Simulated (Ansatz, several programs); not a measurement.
An ordered 8-atom cell of AgInSe2 on the zincblende lattice (I-42d), relaxed with PBE in Ansatz (plane waves, PAW): space group I-42d (No. 122), tetragonal; a = 6.191 Å, c = 12.084 Å in the conventional setting, 28.95 Å³ an atom. Around Ag lie 4 Se at 2.67 Å; around Se lie 2 In at 2.65 Å and 2 Ag at 2.67 Å; around In lie 4 Se at 2.65 Å. The cell was then scaled with its shape and fractional coordinates held, which makes it stiffer than a relaxed compression. No spin polarisation and no zero-point or thermal motion; the cell was built from a prototype and may be hypothetical.

```csv
V (Å³/atom),E (meV/atom)
27.209,17.12
28.077,4.05
28.945,0.00
30.682,13.36
```

**Question.** Pass a cubic E = c₀ + c₁u + c₂u² + c₃u³, with u = V − 28.728 Å³, through these points.

**Answer.** c₀ = 0.24, c₁ = -2.253, c₂ = 5.287, c₃ = -0.3577 (meV and Å³).

**Question.** Where is the minimum, and what bulk modulus follows?

**Answer.** dE/du = 0 at u = +0.218, so V₀ = 28.95 Å³. B = V₀ d²E/dV² = 28.95 × (2c₂ + 6c₃u) = 28.95 × 10.107 = 293 meV/Å³, and 1 meV/Å³ is 0.16022 GPa: 47 GPa. A third-order Birch-Murnaghan fit to all five points gives 28.95 Å³ and 46 GPa.

**Question.** Predict the energy and the pressure at the withheld volume, 29.814 Å³.

**Answer.** With u = +1.086: E ≈ 3.57 meV and P = −dE/dV ≈ -1.28 GPa. The run gives 3.51 meV and, from its stress, -1.27 GPa.
